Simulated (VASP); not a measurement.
Calculation: PBEsol GGA, VASP's PBE PAW potentials (set 64) (plane waves; VASP).

A VASP calculation is set up with these files.

### INCAR
```
NELM=100
LCHARG=.FALSE.
EDIFF=1E-7
LMAXMIX=4
SIGMA=0.05
GGA=PS   ! PBEsol
SYSTEM=CsCl
PREC=Accurate
ISMEAR=0   ! Gaussian
LASPH=.TRUE.   ! aspherical one-centre terms
ALGO=Normal
ISIF=2
ENCUT=520   ! plane-wave cut-off (eV)
LREAL=.FALSE.   ! projection in real space or not
LWAVE=.FALSE.
```

### KPOINTS
```
kpoints
0
G
7 7 7
0 0 0
```

### POSCAR
```
CsCl
1
    4.1133053826     0.0000000000     0.0000000000
    0.0000000000     4.1133053826     0.0000000000
    0.0000000000     0.0000000000     4.1133053826
Cs Cl
1 1
Direct
  0.0000000000   0.0000000000   0.0000000000
  0.5000000000   0.5000000000   0.5000000000
```

POTCAR, in this order: Cs_sv Cl (PBE.64 set). Program: vasp_std.

Output

OUTCAR:
```
 ion  position               nearest neighbor table
   1  0.000  0.000  0.000-
   2  0.500  0.500  0.500-
  LATTYP: Found a simple cubic cell.
 ALAT       =     4.1133053826
 Subroutine PRICEL returns:
 Original cell was already a primitive cell.
 Subroutine GETGRP returns: Found 48 space group operations
The static configuration has the point symmetry O_h .
The dynamic configuration has the point symmetry O_h .
 Subroutine INISYM returns: Found 48 space group operations
 Subroutine IBZKPT returns following result:
 Found     20 irreducible k-points:

 Following reciprocal coordinates:
            Coordinates               Weight
  0.000000  0.000000  0.000000      1.000000
  0.142857  0.000000  0.000000      6.000000
  0.285714  0.000000  0.000000      6.000000
  0.428571  0.000000  0.000000      6.000000
  0.142857  0.142857  0.000000     12.000000
  0.285714  0.142857  0.000000     24.000000
  0.428571  0.142857  0.000000     24.000000
  0.285714  0.285714  0.000000     12.000000
  0.428571  0.285714  0.000000     24.000000
  0.428571  0.428571  0.000000     12.000000
  0.142857  0.142857  0.142857      8.000000
  0.285714  0.142857  0.142857     24.000000
  0.428571  0.142857  0.142857     24.000000
  0.285714  0.285714  0.142857     24.000000
  0.428571  0.285714  0.142857     48.000000
  0.428571  0.428571  0.142857     24.000000
  0.285714  0.285714  0.285714      8.000000
  0.428571  0.285714  0.285714     24.000000
  0.428571  0.428571  0.285714     24.000000
  0.428571  0.428571  0.428571      8.000000
   k-points           NKPTS =     20   k-points in BZ     NKDIM =     20   number of bands    NBANDS=     12
   number of dos      NEDOS =    301   number of ions     NIONS =      2
   total plane-waves  NPLWV =  32768
   dimension x,y,z NGX =    32 NGY =   32 NGZ =   32
   dimension x,y,z NGXF=    64 NGYF=   64 NGZF=   64
   ions per type =               1   1
   PREC   = accura    normal or accurate (medium, high low for compatibility)
   ISTART =      0    job   : 0-new  1-cont  2-samecut
   ICHARG =      2    charge: 1-file 2-atom 10-const
   ISPIN  =      1    spin polarized calculation?
   LNONCOLLINEAR =      F non collinear calculations
   LSORBIT =      F    spin-orbit coupling
   INIWAV =      1    electr: 0-lowe 1-rand  2-diag
   ENCUT  =  520.0 eV  38.22 Ry    6.18 a.u.   7.65  7.65  7.65*2*pi/ulx,y,z
   NELM   =    100;   NELMIN=  2; NELMDL= -5     # of ELM steps
   EDIFF  = 0.1E-06   stopping-criterion for ELM
   LREAL  =      F    real-space projection
   NLSPLINE    = F    spline interpolate recip. space projectors
   LMAXMIX     =    4 max onsite mixed and CHGCAR
   VOSKOWN=      0    Vosko Wilk Nusair interpolation
   EDIFFG = 0.1E-05   stopping-criterion for IOM
   NSW    =      0    number of steps for IOM
   NBLOCK =      1;   KBLOCK =      1    inner block; outer block
   IBRION =     -1    ionic relax: 0-MD 1-quasi-New 2-CG
   NFREE  =      0    steps in history (QN), initial steepest desc. (CG)
   ISIF   =      2    stress and relaxation
   ISYM   =      2    0-nonsym 1-usesym 2-fastsym
   TEIN   =    0.0    initial temperature
   TEBEG  =    0.0;   TEEND  =   0.0 temperature during run
   SMASS  =  -3.00    Nose mass-parameter (am)
   PSTRESS=    0.0 pullay stress
   NELECT =      16.0000    total number of electrons
   EFERMI =   0.00;   METHOD = LEGACY
   ISMEAR =     0;   SIGMA  =   0.05  broadening in eV -4-tet -1-fermi 0-gaus
   IALGO  =     38    algorithm
   LDIAG  =      T    sub-space diagonalisation (order eigenvalues)
   IMIX   =      4    mixing-type and parameters
     AMIX     =   0.40;   BMIX     =  1.00
     AMIX_MAG =   1.60;   BMIX_MAG =  1.00
...
```

**OSZICAR**
```
       N       E                     dE             d eps       ncg     rms          rms(c)
DAV:   1     0.100858926404E+03    0.10086E+03   -0.69834E+03   480   0.115E+03
DAV:   2     0.135549037506E-01   -0.10085E+03   -0.95699E+02   704   0.190E+02
DAV:   3    -0.713018004560E+01   -0.71437E+01   -0.71159E+01   608   0.582E+01
DAV:   4    -0.720047067295E+01   -0.70291E-01   -0.70258E-01   556   0.715E+00
DAV:   5    -0.720143594431E+01   -0.96527E-03   -0.96475E-03   604   0.836E-01    0.212E+00
DAV:   6    -0.688445313273E+01    0.31698E+00   -0.54224E-01   548   0.426E+00    0.155E+00
DAV:   7    -0.684322925886E+01    0.41224E-01   -0.16599E-01   648   0.233E+00    0.882E-01
DAV:   8    -0.684183155217E+01    0.13977E-02   -0.13785E-02   576   0.859E-01    0.126E-01
DAV:   9    -0.684209319495E+01   -0.26164E-03   -0.25643E-03   624   0.335E-01    0.105E-01
DAV:  10    -0.684215662064E+01   -0.63426E-04   -0.20908E-04   576   0.118E-01    0.190E-02
DAV:  11    -0.684216877743E+01   -0.12157E-04   -0.34261E-05   644   0.394E-02    0.584E-03
DAV:  12    -0.684216841105E+01    0.36638E-06   -0.85174E-06   568   0.182E-02    0.202E-03
DAV:  13    -0.684216825955E+01    0.15150E-06   -0.45889E-07   608   0.490E-03    0.829E-04
DAV:  14    -0.684216830478E+01   -0.45231E-07   -0.17567E-07   424   0.245E-03
   1 F= -.68421683E+01 E0= -.68421683E+01  d E =-.449241E-19
```

File OUTCAR:
```
------------------------ aborting loop because EDIFF is reached ----------------------------------------
  FORCE on cell =-STRESS in cart. coord.  units (eV):
  Direction    XX          YY          ZZ          XY          YZ          ZX
  --------------------------------------------------------------------------------------
  Total       -0.2257329     -0.2257329     -0.2257329     -0.0000000     -0.0000000      0.0000000
  in kB       -5.1967589     -5.1967589     -5.1967589     -0.0000000     -0.0000000      0.0000000
  external PRESSURE =      -5.1967589 kB  Pullay stress =       0.0000000 kB
  volume of cell :       69.59
      direct lattice vectors                 reciprocal lattice vectors
     4.113305383  0.000000000  0.000000000     0.243113483  0.000000000  0.000000000
     0.000000000  4.113305383  0.000000000     0.000000000  0.243113483  0.000000000
     0.000000000  0.000000000  4.113305383     0.000000000  0.000000000  0.243113483
 POSITION                                       TOTAL-FORCE (eV/Angst)
 -----------------------------------------------------------------------------------
      0.00000      0.00000      0.00000         0.000000      0.000000      0.000000
      2.05665      2.05665      2.05665         0.000000      0.000000      0.000000
 -----------------------------------------------------------------------------------
    total drift:                                0.000000      0.000000     -0.000000
  FREE ENERGIE OF THE ION-ELECTRON SYSTEM (eV)
  ---------------------------------------------------
  free  energy   TOTEN  =        -6.8421683048 eV

  energy  without entropy=       -6.8421683048  energy(sigma->0) =       -6.84216830
```
(Selected blocks of OUTCAR.)

The compound is CsCl in the CsCl type structure. This cell is one point of a volume scan, at 1.03 of the reference volume.
